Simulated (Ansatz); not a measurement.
# Stack of 1T-SiSe2 under 1T-TiSSe, upper layer turned by 180° in a perpendicular field, part 2 of 3

What dipole does a perpendicular field induce in the stack of 1T-SiSe2 under 1T-TiSSe, upper layer turned by 180°? A positive field points along +c.

Ansatz 0.2.0; plane-wave DFT, PBE-D3(BJ), Ansatz PAW (the session's first sound run).

So far. Step 2 (Relaxing the slab): The lattice constant a goes from 3.492 to 3.453 Å.

**3. Single point, field 0**

A sawtooth potential applies the field, turning back in the middle of the vacuum. With the dipole correction the typed value is the field outside the slab. The induced dipole is small, so the SCF threshold is tight.

The cell differs from the one that the last finished run ended in (c 40.126 → 26.950 Å).

input.yaml reads:

```yaml
crystal:
  lattice:
    - [3.4534302972, 0.0, 0.0]
    - [-1.7267151486, 2.9907583676, 0.0]
    - [0.0, 0.0, 26.9500854599]
  atoms:
    - { symbol: Se, position: [0.6666666667, 0.3333333333, 0.3339507035] }
    - { symbol: Si, position: [0.0, 0.0, 0.3874466354] }
    - { symbol: Se, position: [0.3333333333, 0.6666666667, 0.4408586204] }
    - { symbol: Se, position: [0.6666666667, 0.3333333333, 0.5561309824] }
    - { symbol: Ti, position: [0.3333333333, 0.6666666667, 0.6162044011] }
    - { symbol: S, position: [0.0, 0.0, 0.6660492965] }
kpoints:
  mp_grid: { grid: [18, 18, 1] }
  band_path:
    path: [[0, 0, 0], [0.5, 0, 0], [0.33333333, 0.33333333, 0], [0, 0, 0]]
    npoints: 16
hamiltonian:
  xc: pbe
  dispersion: d3bj
scf:
  occupations: { method: fermi_dirac, width: 0.05 }
  convergence: { dr2_threshold: 1.0e-10 }
efield:
  axis: 3
  dipole_correction: true
  ramp_position: 0.97
  ramp_width: 0.06
  amplitude: 0
output:
  dos: { projected: true, e_range: [-6, 5] }
  bader: true
  write_potential: true
  write_density: true
  volumetric_format: npy
  elf: true
```

Command:

```bash
ansatz run input.yaml --threads 4 --pin off --max-ram 6144MiB --backend cpu --events-out ev --progress --plain --runs-dir out
```

Numbers of over 12 decimals in the logs are rounded to 6 here.

Log:

```text
[...]
Crystal: 6 atoms, lattice volume = 278.351 Å³
Basis set: ecut = 420 eV, 5419 PW (Γ)
Bands: 42, of which v1, the nominal top of the filled ones, is band 35 counted from 1 (34 counted from 0)
Symmetry: 6 space group operations
[...]
k-points: 37 of 324 (time reversal used)
[...]
SCF iter   1: F=—  HF=-20451.375470 eV  |F-HF|=—  |Δ(HF+E_count)|=         —  Δρ=2.09e-3  dr2=1.39e-1  ethr=1.77e-3  p=-0.050 e·Å  D=-3.25e-2 V/Å  ΔV_dip=0.88 eV  dr2_dipole=7.34e-2  V_vac-E_F(+/−)=5.72/4.85 eV  ⟨swp⟩=9.9  Hψ=7239  notcnv=0
efield: sawtooth ramp at fractional position 0.9700 (set: `efield.ramp_position`, or a place that a band, a saddle search or an elastic batch's reference lends), width 0.0600; the density the first Hamiltonian is built on has a dipole p = -0.050 e·Å; the dipole correction subtracts the counter field D = -3.25e-2 V/Å, which shifts the + side's vacuum level by +0.88 eV against the − side's; the planar-averaged density in the ramp window peaks in size at 1.9e-5 e/Å³
[...]
SCF iter   2: F=—  HF=-20451.385381 eV  |F-HF|=—  |Δ(HF+E_count)|=   9.91e-3  Δρ=3.26e-3  dr2=1.45e-1  ethr=1.99e-4  p=0.008 e·Å  D=5.21e-3 V/Å  ΔV_dip=-0.14 eV  dr2_dipole=2.95e-2  V_vac-E_F(+/−)=5.44/5.58 eV  ⟨swp⟩=2.9  Hψ=2473  notcnv=0  defer=33
[...]
SCF iter  11: F=-20451.365364 eV  HF=-20451.365364 eV  |F-HF|=1.09e-11  |Δ(HF+E_count)|=  8.29e-10  Δρ=1.43e-7  dr2=7.58e-11  ethr=1.00e-12  p=-0.011 e·Å  D=-7.10e-3 V/Å  ΔV_dip=0.19 eV  dr2_dipole=1.06e-11  V_vac-E_F(+/−)=5.51/5.32 eV  ⟨swp⟩=8.9  Hψ=5858  notcnv=0
SCF 1 converged in 11 iterations: F = -20451.365364 eV  dr2 = 7.58e-11
[...]
NSCF: frozen V_eff on 49 k-points
efield: sawtooth ramp at fractional position 0.9700 (kept from the solve that this one continues, or follows in the run), width 0.0600; the density the first Hamiltonian is built on has a dipole p = -0.011 e·Å; the dipole correction subtracts the counter field D = -7.10e-3 V/Å, which shifts the + side's vacuum level by +0.19 eV against the − side's; the planar-averaged density in the ramp window peaks in size at 6.3e-6 e/Å³
[...]
SCF converged after 11 iterations
Free energy (F): -20451.365364 eV
[...]
Internal energy: -20451.358622 eV  (E = F + TS)
E sigma→0 (E₀):  -20451.361993 eV
Entropy (-TS):   -0.006743 eV (-1.124 meV/atom)
Fermi energy:    0.890633 eV
Dipole field:    D = -0.007100 V/Å  (p = -0.010921 e·Å, saw-weighted, corrected)
Work function:   Φ+ = 5.5075 eV   Φ− = 5.3161 eV
Levels:          The Fermi level and band energies are counted from a zero that moves with the ramp; work functions are not
[...]
--- Band table (eV; the first three rows and the last of 37) ---
  k-point 0: bands = [... 31 lower, 0.3801, 0.3801, 1.2438, 1.2438, 1.3325, 1.3325, 1.9133, 3.3193, ... 3 higher]
  k-point 1: bands = [... 31 lower, 0.2964, 0.5735, 0.7674, 0.9245, 1.4966, 1.6426, 2.0392, 3.5806, ... 3 higher]
  k-point 2: bands = [... 31 lower, 0.0451, 0.1621, 0.5670, 0.7071, 1.4925, 1.9501, 2.2445, 3.7740, ... 3 higher]
  k-point 36: bands = [... 31 lower, -1.6205, -1.5780, -0.6547, -0.6166, 2.0160, 2.2949, 2.3014, 2.7057, ... 3 higher]
--- Bader charges: 6 sites ---
  site symbol  charge [e]  shift [e]
     0     Se     -0.8437     0.0067
     1     Si      1.6845     0.0135
     2     Se     -0.8332     0.0068
     3     Se     -0.7560     0.0002
     4     Ti      1.6625     0.0003
     5      S     -0.9142     0.0005
  estimated error of the sums over rays = 6.9e-4 e
```

The job ended after 85 s (4 threads of Arm Neoverse N1, shared host; peak memory 0.89 GiB; 4 min of CPU time).

This step gave:

```yaml
work_function_upper_face: 5.507 eV
work_function_lower_face: 5.316 eV
dipole_along_the_normal: -0.01092 e·Å
step_between_the_vacuum_levels: 0.1913 eV
```

Running mean over a fixed 2.7 Å (it still follows the layers) of the planar mean; the ramp of the sawtooth is left out. The electron's electrostatic potential energy less the Fermi level by z:

z (Å), electron's electrostatic potential energy less the Fermi level (eV) and a bar from the least value:
```
        4       5.32 ##############################
        5       5.31 ##############################
        6       5.27 #############################
        7       4.42 ###########################
        8       1.09 ###################
        9      -3.36 #########
       10      -6.60 #
       11      -6.50 #
       12      -2.79 ##########
       13       0.66 ##################
       14       0.61 ##################
       15      -2.71 ##########
       16      -6.08 ##
       17      -6.98 
       18      -3.72 ########
       19       1.17 ####################
       20       4.96 #############################
       21       5.48 ##############################
       22       5.51 ##############################
       23       5.51 ##############################
```

The density of states has structure finer than the step of the table below, so its rows give means over 0.25 eV, whole bins alone (the curve runs from -6 to 1.99 eV). Peaks (eV: height): -4.240: 8.91, -2.880: 13.6, -2.720: 8.81, 1.360: 10.7, 1.440: 18.1, 1.550: 8.18, 1.750: 15.2.

Table of density of states by energy, zero at the Fermi level; means over each step:

energy (eV), density of states (states/eV a cell) and a bar:
```
    -5.75        1.5 ####
    -5.50        1.8 #####
    -5.25        1.3 ###
    -5.00        2.2 #######
    -4.75        2.2 #######
    -4.50        4.0 ###############
    -4.25        5.4 #####################
    -4.00        4.2 ################
    -3.75        3.7 ##############
    -3.50        4.0 ###############
    -3.25        4.2 ###############
    -3.00        5.9 #######################
    -2.75        7.3 #############################
    -2.50        3.4 ############
    -2.25        4.3 ################
    -2.00        4.2 ################
    -1.75        5.2 ####################
    -1.50        5.0 ###################
    -1.25        5.7 ######################
    -1.00        4.9 ###################
    -0.75        3.4 ############
    -0.50        1.9 #####
    -0.25        1.0 ##
     0.00        0.7 
     0.25        1.6 ####
     0.50        3.1 ###########
     0.75        3.1 ###########
     1.00        1.9 #####
     1.25        4.3 ################
     1.50        7.5 ##############################
     1.75        6.3 #########################
```

Projected DOS per atom over height of the atomic layer and energy from the Fermi level. Layers: Se Si Se Se Ti S from below.

Ten even steps from '_' (0.00 states/eV) to '@' (5.06 states/eV), each cell a mean:
```
________++__
______..@@__
________::__
________==__
________::__
____________
____________
..__....____
::__--::____
::__::::__..
..__..::__..
..__..::__..
______..::--
..__..::::==
............
..__..____..
..____::..::
____..::..::
__________..
____________
__....______
____________
```
Columns: height of the atomic layer (Å) from 9 to 18.0 (not evenly spaced); rows upwards: energy from the Fermi level (eV) from -5.96 to 1.96.

The electronic bands at the labelled points (eV, zero at the Fermi level):

```tsv
point	band 32	band 33	band 34	band 35	band 36	band 37	band 38	band 39
Γ	-0.51	-0.51	0.35	0.35	0.44	0.44	1.02	2.43
halfway	-1.64	-0.95	-0.95	-0.40	0.35	1.46	1.62	1.75
M	-2.10	-1.54	-1.19	-0.86	-0.01	0.32	1.43	1.79
halfway	-2.27	-2.22	-1.62	-1.38	0.66	1.44	1.54	1.69
K	-2.51	-2.47	-1.55	-1.51	1.13	1.40	1.41	1.82
halfway	-1.85	-1.69	-1.19	-0.88	0.72	1.26	1.77	2.51
Γ	-0.51	-0.51	0.35	0.35	0.44	0.44	1.02	2.43
```

ELF in the ca plane at fractional y = 0.000, with atoms of Si and S within 0.2 Å of it. It is the smooth field of the valence electrons, not physical close to the nuclei.

Ten even steps from '0' (0.00) to '9' (0.81), each cell a mean:
```
00000000000000000000246333552100000001111589
00000000000000000123468756874321001234321379
00000000000000012467788756887763003678741126
00000000000000024788887423688885116899952101
00000000000000025899886423678985116999962100
00000000000000013678887545788874015889851013
00000000000000001245678767876542002456631259
00000000000000000011257534763110000112211489
00000000000000000000145343442000000000001588
```
Columns run along c (16.0 Å, from fractional 0.06 to 0.66 of the cell), rows up along a (3.5 Å). Atoms in or near the plane, at fractional coordinates: Si at (0.39, 0.00).

Valence density in the ca plane at fractional y = 0.000, with atoms of Si and S within 0.2 Å of it. It is the smooth field of the valence electrons, not physical close to the nuclei.

Values in units of 1e-1 e/Å³, 5 rows by 16 columns, each cell a mean:
```
3.0 2.7 2.5 0.6 0.2 0.7 1.0 2.4 8.9 7.4 0.6 0.0 0.0 0.0 0.0 0.0
3.4 2.8 3.5 1.7 0.6 2.4 3.0 2.2 3.9 2.2 0.2 0.0 0.0 0.0 0.0 0.0
3.5 2.0 4.2 2.4 0.8 3.7 4.5 2.8 1.6 0.7 0.1 0.0 0.0 0.0 0.0 0.0
3.3 3.2 3.1 1.3 0.4 1.8 2.3 2.1 5.7 3.6 0.3 0.0 0.0 0.0 0.0 0.0
2.8 2.0 2.3 0.5 0.2 0.5 0.8 2.5 8.2 7.9 0.7 0.0 0.0 0.0 0.0 0.0
```
Columns run along c (16.0 Å, from fractional 0.34 to 0.94 of the cell), rows up along a (3.5 Å). Atoms in or near the plane, at fractional coordinates: Si at (0.39, 0.00), S at (0.67, 0.00).

Electrostatic potential energy in the ca plane at fractional y = 0.000, with atoms of Si and S within 0.2 Å of it. With pseudopotentials it is smooth inside the atoms' cores, unlike the true potential.

Values in eV, 5 rows by 16 columns, each cell a mean:
```
  5  -1 -31 -16   3   5   5   4   3 -13 -29   2   6   6   6   6
  3  -1  -3  -2   0   5   3   0  -2  -2  -1   5   6   6   6   6
  2  -5   2  -1  -4   4   2  -5  -5  -3   4   6   6   6   6   6
  4   0 -10  -4   2   5   4   1   0  -3  -7   5   6   6   6   6
  5  -1 -35 -20   4   6   5   5   3 -17 -31   0   6   6   6   6
```
Columns run along c (16.0 Å, from fractional 0.29 to 0.88 of the cell; values clipped at the 3rd and 97th percentile), rows up along a (3.5 Å). Atoms in or near the plane, at fractional coordinates: Si at (0.39, 0.00), S at (0.67, 0.00).

The work function of the upper face is 5.51 eV.

**4. Atoms held, field 0.1 V/Å**

input.yaml, as its differences from that of step 3:

```diff
@@ -28,6 +28,4 @@
   ramp_width: 0.06
-  amplitude: 0
+  amplitude: 0.1
 output:
-  dos: { projected: true, e_range: [-6, 5] }
-  bader: true
   write_potential: true
@@ -35,2 +33 @@
   volumetric_format: npy
-  elf: true
```

Log:

```text
[...]
Crystal: 6 atoms, lattice volume = 278.351 Å³
Basis set: ecut = 420 eV, 5419 PW (Γ)
Bands: 42, of which v1, the nominal top of the filled ones, is band 35 counted from 1 (34 counted from 0)
Symmetry: 6 space group operations
[...]
k-points: 37 of 324 (time reversal used)
[...]
k-point 0: bands = [... 31 lower, 0.3489, 0.3489, 1.2640, 1.2640, 1.3532, 1.3532, 1.9376, 3.2830, ... 3 higher]
  k-point 1: bands = [... 31 lower, 0.2699, 0.5432, 0.7877, 0.9446, 1.5174, 1.6631, 2.0632, 3.5442, ... 3 higher]
  k-point 2: bands = [... 31 lower, 0.0617, 0.1674, 0.5810, 0.6826, 1.5138, 1.9706, 2.2680, 3.7533, ... 3 higher]
  k-point 36: bands = [... 31 lower, -1.6104, -1.5481, -0.6795, -0.6482, 2.0364, 2.3045, 2.3145, 2.6927, ... 3 higher]
[key lines of the parts left out:]
SCF converged after 13 iterations
Free energy (F): -20451.367285 eV
Fermi energy:    0.909038 eV
Dipole field:    D = 0.032034 V/Å  (p = 0.049276 e·Å, saw-weighted, corrected)
```

The job ended after 59 s (4 threads; peak memory 0.85 GiB; 2.6 min of CPU time).

The dipole is 0.0493 e·Å, 0.0602 e·Å from its value without field.

**5. Atoms held, field -0.1 V/Å**

input.yaml, as its differences from that of step 4:

```diff
@@ -28,3 +28,3 @@
   ramp_width: 0.06
-  amplitude: 0.1
+  amplitude: -0.1
 output:
```

Log:

```text
[...]
Crystal: 6 atoms, lattice volume = 278.351 Å³
Basis set: ecut = 420 eV, 5419 PW (Γ)
Bands: 42, of which v1, the nominal top of the filled ones, is band 35 counted from 1 (34 counted from 0)
Symmetry: 6 space group operations
[...]
k-points: 37 of 324 (time reversal used)
[...]
k-point 0: bands = [... 31 lower, 0.4067, 0.4067, 1.2264, 1.2264, 1.3150, 1.3150, 1.8920, 3.3506, ... 3 higher]
  k-point 1: bands = [... 31 lower, 0.3193, 0.5992, 0.7502, 0.9075, 1.4790, 1.6251, 2.0180, 3.6117, ... 3 higher]
  k-point 2: bands = [... 31 lower, 0.0305, 0.1585, 0.5525, 0.7302, 1.4743, 1.9327, 2.2239, 3.7876, ... 3 higher]
  k-point 36: bands = [... 31 lower, -1.6292, -1.6047, -0.6334, -0.5883, 1.9988, 2.2784, 2.2966, 2.7192, ... 3 higher]
[key lines of the parts left out:]
SCF converged after 13 iterations
Free energy (F): -20451.369482 eV
Fermi energy:    0.875719 eV
Dipole field:    D = -0.046501 V/Å  (p = -0.071530 e·Å, saw-weighted, corrected)
```

Wall time 54 s (4 threads); peak memory 0.85 GiB.

The dipole is -0.0715 e·Å, -0.0606 e·Å from its value without field.

**6. Atoms held, field 0.5 V/Å**

input.yaml, as its differences from that of step 5:

```diff
@@ -28,3 +28,3 @@
   ramp_width: 0.06
-  amplitude: -0.1
+  amplitude: 0.5
 output:
```

Log:

```text
[...]
Crystal: 6 atoms, lattice volume = 278.351 Å³
Basis set: ecut = 420 eV, 5419 PW (Γ)
Bands: 42, of which v1, the nominal top of the filled ones, is band 35 counted from 1 (34 counted from 0)
Symmetry: 6 space group operations
[...]
k-points: 37 of 324 (time reversal used)
[...]
k-point 0: bands = [... 31 lower, 0.2319, 0.2319, 1.3246, 1.3246, 1.4153, 1.4153, 2.0131, 3.1271, ... 3 higher]
  k-point 1: bands = [... 31 lower, 0.1767, 0.4268, 0.8483, 1.0050, 1.5799, 1.7246, 2.1380, 3.3816, ... 3 higher]
  k-point 2: bands = [... 31 lower, 0.1051, 0.1898, 0.5354, 0.6714, 1.5783, 2.0319, 2.3406, 3.6365, ... 3 higher]
  k-point 36: bands = [... 31 lower, -1.5916, -1.4492, -0.7751, -0.7668, 2.0971, 2.2781, 2.3725, 2.6612, ... 3 higher]
[key lines of the parts left out:]
SCF converged after 14 iterations
Free energy (F): -20451.435337 eV
Fermi energy:    0.957261 eV
Dipole field:    D = 0.189825 V/Å  (p = 0.292001 e·Å, saw-weighted, corrected)
```

The job ended after 55 s (4 threads; peak memory 0.85 GiB; 2.7 min of CPU time).

The dipole is 0.292 e·Å, 0.303 e·Å from its value without field.

**7. Single point, field -0.3 V/Å**

input.yaml, as its differences from that of step 6:

```diff
@@ -28,4 +28,6 @@
   ramp_width: 0.06
-  amplitude: 0.5
+  amplitude: -0.3
 output:
+  dos: { projected: true, e_range: [-6, 5] }
+  bader: true
   write_potential: true
@@ -33 +35,2 @@
   volumetric_format: npy
+  elf: true
```

Log:

```text
[...]
Crystal: 6 atoms, lattice volume = 278.351 Å³
Basis set: ecut = 420 eV, 5419 PW (Γ)
Bands: 42, of which v1, the nominal top of the filled ones, is band 35 counted from 1 (34 counted from 0)
Symmetry: 6 space group operations
[...]
k-points: 37 of 324 (time reversal used)
[...]
k-point 36: bands = [... 31 lower, -1.6476, -1.6415, -0.6021, -0.5435, 1.9751, 2.2552, 2.2873, 2.7430, ... 3 higher]
--- Bader charges: 6 sites ---
  site symbol  charge [e]  shift [e]
     0     Se     -0.8261     0.0067
     1     Si      1.6830     0.0135
     2     Se     -0.8362     0.0068
     3     Se     -0.7533     0.0002
     4     Ti      1.6614     0.0003
     5      S     -0.9288     0.0005
  estimated error of the sums over rays = 5.9e-4 e
[key lines of the parts left out:]
SCF converged after 13 iterations
Free energy (F): -20451.396026 eV
Fermi energy:    0.857560 eV
Dipole field:    D = -0.126225 V/Å  (p = -0.194167 e·Å, saw-weighted, corrected)
```

The job ended after 65 s (4 threads; peak memory 0.87 GiB).

The dipole is -0.194 e·Å, -0.183 e·Å from its value without field.

**8. Response, atoms held**

This step: plane-wave DFT, PBE-D3(BJ), Ansatz PAW; response to a field along the normal, atoms held (Ansatz 0.2.0).

The dipoles give the slope, and the difference of two potentials shows where the field is screened.

Numbers from this step:

- equivalent conductor thickness p/(ε₀AE): 10.58 Å
- distance between the outer atoms: 8.950 Å

Table of dipole of the cell by applied field:

```tsv
applied field (V/Å)	dipole of the cell (e·Å)
-0.300	-0.194
-0.100	-0.0715
0.000	-0.0109
0.100	0.0493
0.500	0.292
```

Local field over the applied field, running mean. From the potentials at -0.1 and 0.1 V/Å; running mean over 2.5 Å. Local field over applied field against z:

```tsv
z (Å)	local field over applied field
5	0.995
6	0.962
7	0.788
8	0.451
9	0.140
10	0.0464
11	0.0417
12	0.0673
13	0.139
14	0.135
15	0.0579
16	0.0239
17	0.0406
18	0.185
19	0.521
20	0.849
21	0.979
22	0.998
```

The induced electron density oscillates, so the rows of the table below give means over windows of 2.95 Å about each position, cut where the curve ends. Its maxima inside the range that stand out by 2 % of the span (Å: e/Å³ per V/Å): 8.0: 0.00348, 10.9: 0.00118, 14.2: 0.00130, 17.0: 4.9e-4, 18.0: -6.0e-4. Its minima: 10.1: -0.00139, 12.8: -0.00125, 16.1: -5.6e-4, 17.7: -7.6e-4, 18.8: -0.00385.

Electrons, planar mean, per unit field. Induced electron density against z; means over each step:

z (Å), induced electron density (e/Å³ per V/Å) and a bar from the least value:
```
     5.55    0.00023 ###############
     8.50    0.00159 ##############################
    11.45   -0.00026 #########
    14.40    0.00030 ###############
    17.35   -0.00079 ###
    20.30   -0.00107
```

By hand: between -0.1 and 0.1 V/Å the dipole changes by 0.1208 e·Å, a slope of 0.6040 e·Å²/V. A perfect conductor of thickness t has p = ε₀AEt, so t = 180.95 × 0.6040 / 10.328 = 10.58 Å (e/ε₀ = 180.95 V·Å, A in Å²).

The induced dipole is that of a conductor 10.58 Å thick.

(Continued in part 3 of 3.)

[Logs are printed without paths, hosts, clocks, repeated set-up lines and the standing remarks that a program may print on its own settings, such as how far it seeks lower states.]

[Hosts, paths, dates, database ids (printed as entryN), source tags and the programs' standing remarks are cut or masked in the printed files.]

[Maps of the electrostatic potential energy from Ansatz leave out the sawtooth potential of an applied field or a dipole correction, so their vacuum need not be flat; planar profiles and work functions include it.]

[The density of states shown here was stored with 400 of the rows of the run's finer table, so its peaks can read low, often by over a quarter, or be missed, and its means over a window can be off by a tenth or more.]
